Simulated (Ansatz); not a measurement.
Ag:

```
CELL_PARAMETERS angstrom
-1.65565 1.65565 1.65565
1.65565 -1.65565 1.65565
1.65565 1.65565 -1.65565
ATOMIC_POSITIONS crystal
Ag 0.00000 0.00000 0.00000
```

This isn't the form of Ag at room conditions, which is fcc.

| Property | Result |
| --- | --- |
| Program | Ansatz 0.2.0 |
| Task | relaxation of cell and atoms |
| Functional | PBEsol |
| Potentials or basis | all-electron LAPW, scalar-relativistic |
| Basis error allowed | 0.001 eV/atom |
| k mesh | 11 × 11 × 11 |
| Occupations | fermi-dirac, width 0.05 eV |
| Spin | no spin polarisation |

At the start: volume 18.15 Å³/atom.

Problem. How do energy, volume and symmetry change on relaxing?

Solution. Over 6 steps the energy falls by 33.9 meV/atom and the volume is 16.79 Å³/atom (-7.5 %); space group Im-3m (No. 229, to 0.05 Å).

Step by step:
```csv
step,energy change (eV),largest force (eV/Å),volume (Å³)
1,0.0000,0.0000,18.15
2,-0.0023,0.0000,15.66
3,-0.0330,0.0000,16.99
4,-0.0339,0.0000,16.82
5,-0.0339,0.0000,16.79
6,-0.0339,0.0000,16.79
```

Final structure:
```xyz
1
Lattice="-1.6130 1.6130 1.6130 1.6130 -1.6130 1.6130 1.6130 1.6130 -1.6130" Properties=species:S:1:pos:R:3 pbc="T T T"
Ag    0.0000    0.0000    0.0000
```
